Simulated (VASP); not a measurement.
Here is a VASP 6.6.1 calculation.

POSCAR

```
KTaO3                                   
1.0
    3.9890690674      0.0000000000      0.0000000000
    0.0000000000      3.9890690674      0.0000000000
    0.0000000000      0.0000000000      3.9890690674
  K               Ta              O             
     1     1     3
Direct
     0.5000000000000000    0.5000000000000000    0.5000000000000000
     0.0000000000000000    0.0000000000000000    0.0000000000000000
     0.5000000000000000    0.0000000000000000    0.0000000000000000
     0.0000000000000000    0.5000000000000000    0.0000000000000000
     0.0000000000000000    0.0000000000000000    0.5000000000000000
```

File INCAR.step1:

```
SYSTEM = KTaO3
  ALGO = Normal
  EDIFF = 1E-5
  ENCUT = 520
  GGA = PE
  ISIF = 2
  ISMEAR = 0
  KPAR = 4
  LASPH = .True.
  LCHARG = .False.
  LMAXMIX = 4
  LREAL = .False.
  LWAVE = .True.
  NELM = 80
  PREC = Accurate
  SIGMA = 0.03
```

File INCAR.step2:

```
SYSTEM = KTaO3
  AEXX = 0.25
  ALGO = Normal
  EDIFF = 1E-7
  ENCUT = 520
  GGA = PE
  HFRCUT = -1
  ISIF = 2
  ISMEAR = 0
  ISTART = 1
  KPAR = 4
  LASPH = .True.
  LCHARG = .False.
  LHFCALC = .True.
  LMAXMIX = 4
  LREAL = .False.
  LWAVE = .False.
  NELM = 80
  PREC = Accurate
  PRECFOCK = Fast
  SIGMA = 0.03
```

Contents of KPOINTS:

```
k-points
0
Gamma
  4 4 4
  0 0 0
```

KPOINTS_OPT

```
explicit points
4
Reciprocal
 0.0000000000  0.0000000000  0.0000000000 1
 0.5000000000  0.5000000000  0.0000000000 1
 0.5000000000  0.5000000000  0.5000000000 1
 0.0000000000  0.5000000000  0.0000000000 1
```

Potentials or basis: VASP PAW PBE potentials, release 64 (K_sv, Ta_pv, O).

The run is started by

```bash
$ cat potpaw_PBE.64/K_sv/POTCAR potpaw_PBE.64/Ta_pv/POTCAR potpaw_PBE.64/O/POTCAR > POTCAR
$ cp INCAR.step1 INCAR
$ mpirun -np 4 vasp_std > vasp.out
$ cp INCAR.step2 INCAR
$ mpirun -np 4 vasp_std > vasp.out
```

Predict the band gap along the path.

4.23 eV, indirect (least direct gap 4.89 eV).

What does it give for the band gap on the k mesh?

4.23 eV, indirect (least direct gap 4.89 eV).

Caveat: spin-orbit coupling is left out, which moves the levels of the heavy elements.
